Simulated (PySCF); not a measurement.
## How good is the calculation?

Geometry:
| atom | x (Å) | y (Å) | z (Å) |
| --- | --- | --- | --- |
| C1 | -0.400 | 1.124 | 0.023 |
| C2 | -1.137 | 0.094 | 0.602 |
| C3 | -0.623 | -1.202 | 0.545 |
| N4 | 0.537 | -1.508 | -0.031 |
| C5 | 1.235 | -0.517 | -0.581 |
| C6 | 0.815 | 0.813 | -0.583 |
| H7 | -0.766 | 2.153 | 0.045 |
| H8 | -2.095 | 0.286 | 1.089 |
| H9 | -1.180 | -2.034 | 0.992 |
| H10 | 2.186 | -0.794 | -1.051 |
| H11 | 1.429 | 1.585 | -1.051 |

Method: spin–spin couplings from B3LYP/pcJ-1 (spin–dipole term only in couplings to heteroatoms), NMR shieldings at PBE0/pcSseg-1/GIAO, geometry: PBE0-D3(BJ)/def2-SVP, in PySCF (no relativistic terms, a single conformation, equivalent nuclei averaged, no solvent).

Reference values: measured (solution, CDCl3, 298 K; Fulmer et al., Organometallics 2010, 29, 2176).
```csv
atoms,quantity,reference,computed,"computed, scaled"
C3/C5,δ 13C,149.9,156.1,150.2
C1,δ 13C,136.0,140.8,135.5
C2/C6,δ 13C,123.8,128.5,123.6
H9/H10,δ 1H,8.62,8.80,8.56
H7,δ 1H,7.68,7.70,7.52
H8/H11,δ 1H,7.29,7.22,7.06
```

Reference values: measured (solution, C6D5Cl, 298 K; Fulmer et al., Organometallics 2010, 29, 2176).
```tsv
atoms	quantity	reference	computed	computed, scaled
C3/C5	δ 13C	149.9	156.1	150.2
C1	δ 13C	135.3	140.8	135.5
C2/C6	δ 13C	123.5	128.5	123.6
```

Reference values: measured (gas; L. Olsson, D. Cremer, J. Phys. Chem. 100 (1996) 16881).
```csv
atoms,quantity,reference,computed
N4,δ 15N vs gaseous NH3,346.3,364.1
```

Reference values: measured (solution, DMSO-d6, 298 K; Fulmer et al., Organometallics 2010, 29, 2176).
```json
{"atoms": "C3/C5", "quantity": "δ 13C", "reference": "149.6", "computed": "156.1", "computed, scaled": "150.2"}
{"atoms": "C1", "quantity": "δ 13C", "reference": "136.1", "computed": "140.8", "computed, scaled": "135.5"}
{"atoms": "C2/C6", "quantity": "δ 13C", "reference": "123.8", "computed": "128.5", "computed, scaled": "123.6"}
{"atoms": "H9/H10", "quantity": "δ 1H", "reference": "8.58", "computed": "8.80", "computed, scaled": "8.56"}
{"atoms": "H7", "quantity": "δ 1H", "reference": "7.79", "computed": "7.70", "computed, scaled": "7.52"}
{"atoms": "H8/H11", "quantity": "δ 1H", "reference": "7.39", "computed": "7.22", "computed, scaled": "7.06"}
```

Computed shifts are σ(ref) − σ with the named reference compound (TMS for H and C) calculated as an isolated molecule at the same level. The measured values may be among those fitted. Shieldings were converted by linear fits to measured shifts (mostly CDCl3, TMS scale, for H and C): 1H: δ = 29.91 − 0.950σ (rms 0.21 ppm, 511 shifts, 0.22 ppm with the 3 outliers that the fit left out); 13C: δ = 177.62 − 0.967σ (rms 1.9 ppm, 903 shifts, 2.3 ppm with the 23 outliers that the fit left out); 15N: δ = -150.47 − 0.916σ (rms 7.2 ppm, 77 shifts vs CH3NO2, solution or neat liquid). A few per cent of atoms miss by over 2 rms, more outside the fitted compound classes.

Coupling constants in Hz (some tables give magnitudes without signs):
| coupling | reference | computed | source |
| --- | --- | --- | --- |
| 3J(C3,H10) | 10.9 | 12.2 | measured; liquid or solution; F. J. Weigert, PhD thesis, Caltech 1968 (Carbon-13 magnetic resonance spectroscopy) |
| 1J(C2,H8) | 162.5 | 170.0 | measured; liquid or solution; F. J. Weigert, PhD thesis, Caltech 1968 (Carbon-13 magnetic resonance spectroscopy) |
| 3J(C2,H11) | 6.4 | 6.8 | measured; liquid or solution; F. J. Weigert, PhD thesis, Caltech 1968 (Carbon-13 magnetic resonance spectroscopy) |
| 3J(C3,C6) | 13.9 | 13.2 | measured; liquid or solution; F. J. Weigert, PhD thesis, Caltech 1968 (Carbon-13 magnetic resonance spectroscopy) |

Problem. How far are the unscaled 13C shifts from the references?

Solution. Mean signed difference +5.37 ppm, mean absolute 5.37 ppm over 9 comparisons; the largest is +6.5 ppm at C3/C5 (aromatic CH next to a ring nitrogen).

Problem. How far are the unscaled 1H shifts from the references?

Solution. Mean signed difference +0.02 ppm, mean absolute 0.13 ppm over 6 comparisons; the largest is +0.22 ppm at H9/H10 (hydrogen on an aromatic CH next to a ring nitrogen).

20 of the 92 published NMR values on file for this molecule are compared. The rest: values from further sources, protons in aromatic solvents, values whose atom or origin is in doubt.

Unscaled 3J(H,H) at this level run about 10 % above measured values.
